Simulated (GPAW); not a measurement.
The system is Au.

```
CELL_PARAMETERS angstrom
0.00000 2.03500 2.03500
2.03500 0.00000 2.03500
2.03500 2.03500 0.00000
ATOMIC_POSITIONS crystal
Au 0.00000 0.00000 0.00000
```

```yaml
Program: GPAW 26.7.0
Task: relaxation of cell and atoms
Functional: RPBE
Dispersion: D4
Potentials_or_basis: the program's PAW data sets (release 1.2.1) made for this functional
Cutoff: 600 eV
Basis: pw
k_mesh: 11 × 11 × 11
Occupations: fermi-dirac, width 0.05 eV
Spin: no spin polarisation
```

At the start: pressure 5.6 GPa; volume 16.85 Å³/atom.

Problem. Where does the relaxation end?

Solution. Over 3 steps the energy falls by 9.5 meV/atom and the volume is 17.39 Å³/atom (+3.2 %); space group Fm-3m (No. 225, to 0.05 Å).

Step by step:
| step | energy change (eV) | largest force (eV/Å) | pressure (GPa) | volume (Å³) |
| --- | --- | --- | --- | --- |
| 1 | 0.0000 | 0.0000 | 5.59 | 16.85 |
| 2 | -0.0090 | 0.0000 | 1.04 | 17.28 |
| 3 | -0.0095 | 0.0000 | 0.06 | 17.39 |

Final structure:
```
Au
1.0
     0.00000    2.05625    2.05625
     2.05625    0.00000    2.05625
     2.05625    2.05625    0.00000
Au
1
Direct
  0.00000 0.00000 0.00000
```

Caveat: with this Au data set, volumes or pressures lay over 1.5 % or 2 GPa off other programs in two to four cells of ten; later steps reuse the first step's grids; pairwise dispersion overbinds metals, which lowers pressure and volume.
